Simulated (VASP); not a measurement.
Ti:

```xyz
3
Lattice="4.5674 0.0000 0.0000 -2.2837 3.9555 0.0000 0.0000 0.0000 2.8262" Properties=species:S:1:pos:R:3 pbc="T T T"
Ti    0.0000    0.0000    0.0000
Ti    0.0000    2.6370    1.4131
Ti    2.2837    1.3185    1.4131
```

This isn't the form of Ti at room conditions, which is hcp.

* Program: VASP 6.6.1
* Task: relaxation of cell and atoms
* Functional: RPBE
* Potentials or basis: VASP PAW PBE potentials, release 64 (Ti_sv)
* Cutoff: 600 eV
* k mesh: 12 × 12 × 14
* Occupations: gaussian, width 0.1 eV
* Spin: no spin polarisation

At the start: pressure 3.8 GPa; volume 17.02 Å³/atom.

Task: How do energy, volume and symmetry change on relaxing?

Result: Over 7 steps the energy falls by 6.9 meV/atom and the volume is 17.62 Å³/atom (+3.5 %); space group P6/mmm (No. 191, to 0.05 Å).

The path:
```
step  energy change (eV)  largest force (eV/Å)  pressure (GPa)  volume (Å³)
   1              0.0000                0.0000            3.81        51.06
   2             -0.0110                0.0000           -2.39        54.11
   3             -0.0206                0.0000           -0.01        52.84
   4             -0.0206                0.0000            0.06        52.80
   5             -0.0207                0.0000            0.07        52.81
   6             -0.0207                0.0000            0.07        52.81
   7             -0.0207                0.0000           -0.04        52.86
```

Final structure:
```
CELL_PARAMETERS angstrom
4.62459 0.00000 0.00000
-2.31230 4.00501 0.00000
0.00000 0.00000 2.85398
ATOMIC_POSITIONS crystal
Ti 0.00000 0.00000 0.00000
Ti 0.33333 0.66667 0.50000
Ti 0.66667 0.33333 0.50000
```

Caveat: the PAW data sets were made with another functional, which shifts forces and pressure a little.
